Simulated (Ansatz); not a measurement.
Chalcopyrite CuInS2 was calculated with r²SCAN0 in Ansatz (PAW).

Run with plane-wave cutoff 520 eV, 6×6×6 k mesh, Fermi–Dirac smearing 0.01 eV, no spin polarisation, scalar-relativistic PAW data made under PBE.

Cell (measured lattice):

```
CELL_PARAMETERS angstrom
     -2.76139     2.76139     5.56647
      2.76139    -2.76139     5.56647
      2.76139     2.76139    -5.56647
ATOMIC_POSITIONS crystal
  In 0.50000 0.50000 0.00000
  In 0.25000 0.75000 0.50000
  Cu 0.00000 0.00000 0.00000
  Cu 0.75000 0.25000 0.50000
  S  0.87500 0.89554 0.52054
  S  0.10446 0.62500 0.97946
  S  0.37500 0.35446 0.47946
  S  0.64554 0.12500 0.02054
```

Q: Estimate the band gap that the calculation returns.

A: 
- band gap = 2.24 eV (on the SCF k mesh)

Measured, for comparison: band gap 1.55 eV (temperature not stated, no zero-point or thermal correction, direct or pseudo-direct at Γ; as tabulated in Ghosh et al. (2024), arXiv:2401.16805).

Note: cell and atoms aren't relaxed at this level.

Spin–orbit coupling is not included.

Computing time: about 12 core-minutes (a rough figure).

Ansatz is an electronic-structure program.
